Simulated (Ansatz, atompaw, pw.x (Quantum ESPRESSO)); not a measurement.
## Zr (Z = 40) (bcc): variants of one PAW (atompaw) potential in the solid

atompaw 4.2.0.5 input, output lines left out:

```
Zr 40
GGA-PBESOL scalarrelativistic loggrid 1500 logderivrange -2 5 176
5 5 4 0 0 0
5 1 0
4 2 2
0 0 0
c
c
c
c
v
c
c
c
v
c
v
2
3.00 2.45 2.80 2.40
y
3.3
n
y
2.95
n
y
0.55
n
custom rrkj gramschmidtortho sinc
bessel
3.00
3.00
3.00
3.00
3.00
3.00
```

Crystal test: bcc Zr in pw.x 7.5, no spin, 13³ k-points, Fermi–Dirac smearing 0.01 Ry, cutoffs set for each file from its atomic test. The reference is all-electron LAPW (Ansatz 0.2.0) with the same functional, mesh and smearing; V0 and B0 come from Birch–Murnaghan fits to the pressures at five volumes. Errors are pseudo minus all-electron; Δ is the rms difference of the E(V) curves that follow from these fits, minima aligned, over ±6 % about the mean V0. Mesh and smearing are coarse, so the numbers serve the comparison and aren't converged zero-temperature values; the lattice is a test structure that the element need not adopt.

All-electron: a0 = 3.529 Å (V0 = 21.97 Å³/atom), B0 = 92.2 GPa.

Base: This is a poor potential for the solid.

```tsv
change	cutoffs (Ry)	pw.x	a0 (Å)	a0 error (%)	B0 error (%)	Δ (meV/atom)	mean pressure error (GPa)
base	40/400	converged	3.562	+0.96	+6.2	13.4	+2.82
local potential bessel scheme, radius 2.08 bohr	40/400	converged	3.540	+0.32	+4.3	4.5	+0.90
waves 5s (bound); 5s channel at 3.3 Ry; 5p (bound); 5p channel at 2.95 Ry; 4d (bound); 4d channel at 0.55 Ry; augmentation sinc compensation charge, radius 2.45 bohr; PAW radius 3.00 bohr; waves and projectors: bloechl	40/400	converged	3.559	+0.87	+6.2	12.2	+2.56
wave 4d channel at 0.55 Ry: rc 3.00 bohr becomes 4d channel at 0.55 Ry: rc 2.30 bohr	40/400	converged	3.563	+0.97	+5.6	13.5	+2.86
all radii scaled by about 0.91 (s 2.72, p 2.72, d 2.72 bohr); local potential bessel scheme, radius 2.54 bohr; augmentation sinc compensation charge, radius 2.22 bohr; PAW radius 2.72 bohr; waves and projectors: custom rrkj gramschmidtortho; core correction smooth core density matched at 2.18 bohr	40/400	converged	3.538	+0.28	+6.5	4.0	+0.77
wave 4d channel at 0.55 Ry: rc 3.00 bohr becomes 4d channel at 0.37 Ry: rc 3.00 bohr	40/400	converged	3.563	+0.97	+6.0	13.5	+2.86
```
